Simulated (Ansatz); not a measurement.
**Heated and quenched cell B32N32**

Computed with DFT, PBEsol, PAW, plane waves in Ansatz.

Command (of this form; memory limits and the device number are left out):

```sh
ansatz run in.yaml --threads 8 --pin off --runs-dir r --events-out ev --progress --plain --backend cuda
```

The input less its lattice and atoms:

```yaml
accuracy: low
kpoints:
  mp_grid: { grid: [1, 1, 1] }
hamiltonian:
  xc: pbesol
scf:
  occupations: { method: fermi_dirac, width: 0.1 }
md:
  ensemble: nvt_langevin
  timestep: 2.5
  n_steps: 600
  temperature: 6000
  temperature_schedule: [{ n_steps: 240, end_temperature: 6000 }, { n_steps: 360, end_temperature: 300 }]
  friction: 0.02
  initial_velocities: maxwell_boltzmann
  seed: 1
```

Start:

```xyz
64
Lattice="7.7885 0.0000 0.0000 0.0000 7.7885 0.0000 0.0000 0.0000 7.7885" Properties=species:S:1:pos:R:3 pbc="T T T"
B     0.0881    7.5829    7.6877
B     7.6225    0.0988    3.9963
B     0.0810    4.2035    7.6363
B     0.0786    3.7989    3.7850
B     3.8784    0.2345    7.4733
B     4.0681    0.1458    4.2079
B     3.5652    3.8874    0.3266
B     3.8578    3.5868    3.9756
B     1.9162    1.9826    0.1467
B     1.9067    1.6925    4.0161
B     2.0829    5.7861    7.7567
B     1.9392    5.8888    3.8397
B     5.5965    1.8208    7.6604
B     5.4594    1.7538    4.0040
B     5.9630    5.7738    7.5817
B     5.6538    6.0053    3.8785
B     1.9637    7.5994    1.9390
B     2.2040    0.1269    5.8259
B     1.9225    3.8731    2.0967
B     1.9172    3.9030    5.9034
B     5.6810    7.7459    1.9577
B     5.7381    7.7754    5.7415
B     5.6401    3.9308    2.0967
B     5.9924    3.7464    5.7684
B     0.1950    1.8732    1.7636
B     7.6987    2.2642    5.7256
B     0.0330    5.9711    1.8350
B     7.7329    5.7917    6.0160
B     4.1590    1.7475    1.9934
B     3.8478    1.9666    5.7386
B     4.1345    5.9075    1.9530
B     3.9972    5.9096    6.1594
N     1.1766    1.2260    0.9662
N     0.7816    0.8436    5.0616
N     1.2025    4.7686    0.7793
N     1.0201    4.7669    4.7948
N     5.1356    0.8398    0.9407
N     4.8870    1.0674    4.7221
N     4.8016    5.1778    0.8626
N     4.7806    4.7506    4.7790
N     2.9018    2.9539    1.1016
N     2.7595    2.9721    4.7884
N     2.7798    7.1467    1.1434
N     2.8666    6.9125    4.8791
N     6.6473    3.0235    0.9085
N     6.8696    2.8894    4.8786
N     7.0055    6.9307    1.0453
N     6.7570    6.7040    4.7548
N     2.5981    0.9526    2.9936
N     2.9447    1.0968    6.7214
N     2.8679    4.7542    2.6403
N     3.0035    4.8893    6.9341
N     6.6356    0.9767    2.7859
N     6.8730    1.0674    7.0191
N     6.9161    4.9141    2.8829
N     6.5832    5.0610    6.4364
N     1.0105    2.8391    2.9239
N     0.9005    2.9493    6.8053
N     0.7241    6.9639    2.9650
N     1.0285    6.7469    6.9920
N     4.9889    2.7251    2.9898
N     4.7503    2.6950    6.7626
N     5.1174    6.7515    2.9382
N     4.7464    6.7907    6.4779
```

Some of the steps:

```
step  free energy without the kinetic part, less step 99 (eV)  temperature (K)  largest force component (eV/Å)
  99                                                    0.000             5962                           13.85
 199                                                   15.890             6573                           12.72
 299                                                   11.624             5574                           13.13
 399                                                   -6.811             3531                           17.95
 499                                                  -34.220             2167                            9.45
 599                                                  -48.260              550                            4.84
```

Structure at step 399 of the program's count:

```xyz
64
Lattice="7.7885 0.0000 0.0000 0.0000 7.7885 0.0000 0.0000 0.0000 7.7885" Properties=species:S:1:pos:R:3 pbc="T T T"
B     0.5245    1.7457    1.2459
B     4.6334    3.8484    4.8591
B     7.2985    6.1050    7.5017
B     0.8262    4.2212    6.3382
B     4.5065    1.7185    6.2303
B     3.6556    4.5445    1.8336
B     2.2073    2.9531    0.2934
B     4.2389    2.5851    2.4808
B     2.0516    3.4198    2.4877
B     1.9577    1.4829    6.3616
B     1.1930    2.0322    3.6728
B     1.4924    7.0831    7.3776
B     6.2668    1.9418    7.0028
B     6.7781    2.1438    4.2883
B     2.8760    5.1910    7.1731
B     4.2618    6.2204    4.4530
B     7.5234    7.6000    2.4635
B     3.4739    7.1109    6.8189
B     2.4857    7.0707    1.7249
B     2.7371    2.7373    5.7141
B     4.1612    1.1783    0.7045
B     5.8843    7.6860    3.5224
B     5.5461    3.2720    0.1849
B     7.5432    6.7455    5.8264
B     6.9028    0.8823    0.0633
B     7.3885    3.1803    5.8968
B     5.7986    4.1957    2.4702
B     1.8362    7.5964    4.9369
B     7.7629    4.4101    3.5545
B     3.7453    1.1152    2.6467
B     0.6131    5.8195    1.6699
B     2.3541    5.5180    2.7994
N     0.1081    7.4497    7.1947
N     1.5533    1.6617    0.0128
N     2.6314    3.9817    1.1332
N     0.3815    5.5407    6.1717
N     2.8497    0.6968    1.5626
N     4.5525    0.5043    3.5591
N     4.1129    5.5068    6.7602
N     2.9346    6.4378    3.8161
N     4.5015    2.2694    0.9584
N     1.1498    4.5913    2.7781
N     4.2976    0.6109    6.8892
N     2.2189    0.1082    6.4008
N     6.8310    3.9534    1.1140
N     4.1799    4.9383    5.5777
N     5.5391    6.2116    3.7487
N     0.1351    7.4179    4.6465
N     7.2076    0.3885    3.8179
N     4.2056    2.6241    5.2483
N     1.1823    7.2129    2.1197
N     2.1357    4.0935    6.1041
N     7.1441    1.0138    1.3830
N     7.3215    5.3304    0.9623
N     6.7645    5.3274    3.3591
N     6.0300    5.9984    6.7848
N     7.6998    3.3133    4.3529
N     6.8240    1.9262    5.6910
N     1.2300    2.1783    2.3503
N     2.5791    6.4864    0.0922
N     4.9253    5.1704    1.6669
N     5.2398    3.0670    3.4797
N     1.7761    0.9870    4.2337
N     5.9722    6.7062    5.9160
```

End:

```
B N
1.0
     7.78852    0.00000    0.00000
     0.00000    7.78852    0.00000
     0.00000    0.00000    7.78852
B N
32 32
Direct
  0.11454 0.24817 0.12295
  0.59366 0.41647 0.57295
  0.93249 0.72664 0.97128
  0.07655 0.51222 0.74299
  0.66456 0.15819 0.77571
  0.52846 0.63942 0.14642
  0.55774 0.42327 0.86304
  0.55500 0.24979 0.20043
  0.23637 0.51393 0.18463
  0.24885 0.13472 0.85958
  0.27343 0.28981 0.40084
  0.14794 0.83602 0.83261
  0.90516 0.28419 0.88916
  0.62053 0.26117 0.39393
  0.36754 0.57679 0.88575
  0.56439 0.71815 0.45811
  0.01203 0.02045 0.33426
  0.63961 0.90804 0.97638
  0.47694 0.91459 0.22923
  0.33492 0.29918 0.75164
  0.42728 0.09354 0.97391
  0.74357 0.97873 0.46323
  0.79683 0.37328 0.05754
  0.93217 0.76001 0.63786
  0.02589 0.04919 0.02317
  0.88905 0.26454 0.58127
  0.75982 0.52385 0.33815
  0.17132 0.03157 0.62892
  0.16731 0.44002 0.48210
  0.43083 0.02159 0.46455
  0.00997 0.69694 0.30787
  0.24805 0.77247 0.37664
  0.04568 0.88584 0.97275
  0.09651 0.20624 0.93466
  0.34317 0.60895 0.06681
  0.03874 0.67843 0.78572
  0.45319 0.08886 0.16556
  0.59523 0.08966 0.45251
  0.53897 0.60135 0.79944
  0.41656 0.83631 0.41657
  0.60781 0.36538 0.05765
  0.18171 0.59347 0.36699
  0.59584 0.05140 0.89644
  0.28661 0.94481 0.76826
  0.85787 0.49291 0.17445
  0.54846 0.59745 0.62184
  0.73082 0.80780 0.42821
  0.01080 0.94711 0.61789
  0.91847 0.05135 0.50156
  0.53097 0.30248 0.71195
  0.10128 0.86353 0.31360
  0.24980 0.46804 0.78359
  0.97630 0.13421 0.19549
  0.95643 0.63466 0.13892
  0.87453 0.68267 0.45515
  0.76808 0.79584 0.89368
  0.02880 0.40782 0.59407
  0.83462 0.20260 0.75530
  0.23584 0.33787 0.21669
  0.57230 0.81600 0.11482
  0.58454 0.57877 0.30728
  0.75490 0.36725 0.47945
  0.27548 0.11468 0.47851
  0.76401 0.82529 0.72937
```

The run ended as planned.

Time: 3.4 min of wall time on one NVIDIA GB300 with 8 processor threads, on a host shared with other runs; peak host memory 1.8 GiB.
